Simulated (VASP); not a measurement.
Runs of VASP 6.6.1 on BN (Qingsongite). It takes space group F-43m (No. 216, cubic). Conventional cell: a = 3.624 Å, b = 3.624 Å, c = 3.624 Å, α = 90.00°, β = 90.00°, γ = 90.00°. B (site symmetry -43m) has 4 N at 1.57 Å as nearest neighbours. N (site symmetry -43m) is surrounded by 4 B at 1.57 Å. 

| cell | gap on the mesh (eV) |
| --- | --- |
| atoms relaxed from: a relaxed cell with its volume scaled by 1.02 | (b) |
| atoms relaxed | (a) |
| atoms relaxed from: a relaxed cell with its volume scaled by 0.96 | 4.78 |
| atoms relaxed from: a relaxed cell with its volume scaled by 0.98 | 4.75 |
| atoms relaxed from: a relaxed cell with its volume scaled by 1.06 | 4.64 |

Alike in all rows: task relaxation of the atoms; level PBE; potentials or basis VASP PAW PBE potentials, release 64 (B_s, N_s); no spin polarisation; k mesh 7 × 7 × 7; cutoff (eV) 300; smearing gaussian 0.03 eV; the mesh is coarse, so values aren't converged.

Problem. Estimate the missing entries.

Solution. (a) 4.72; (b) 4.69.

Caveats: all runs use coarse meshes; the relaxation stopped at its first step, so nothing moved; an odd mesh through Γ misses points on the zone boundary, where band edges often lie.
